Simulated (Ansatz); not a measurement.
The system is TiTe2.

```
CELL_PARAMETERS angstrom
3.77700 0.00000 0.00000
-1.88850 3.27098 0.00000
0.00000 0.00000 6.49800
ATOMIC_POSITIONS crystal
Te 0.33333 0.66667 0.73720
Te 0.66667 0.33333 0.26280
Ti 0.00000 0.00000 0.00000
```

Base run:

| Property | Result |
| --- | --- |
| Program | Ansatz 0.2.0 |
| Functional | PBE |
| Potentials or basis | Ansatz PAW |
| Cutoff | 420 eV (not typed: the program's choice for these potentials) |
| k mesh | 6 × 6 × 3 |
| Occupations | fermi-dirac, width 0.05 eV |
| Spin | spin-orbit coupling, no magnetisation |

Its results: band gap on the k mesh none (metal or under the smearing width); pressure 0.9 GPa; largest force 0.030 eV/Å.

Problem. The run is repeated on the same cell with these changes: functional from PBE to LDA. What comes out?

Solution. Band gap on the k mesh none (metal or under the smearing width); pressure -4.1 GPa; largest force 0.355 eV/Å.

LDA binds more tightly than PBE, so the same cell stands under less pressure.

Caveats: this functional lacks dispersion, which binds the layers, so the pressure and a relaxed spacing across them are unreliable (some runs); the PAW data sets come from PBE, with cores solved anew for the run's functional, which leaves a small shift of forces and pressure (some runs).
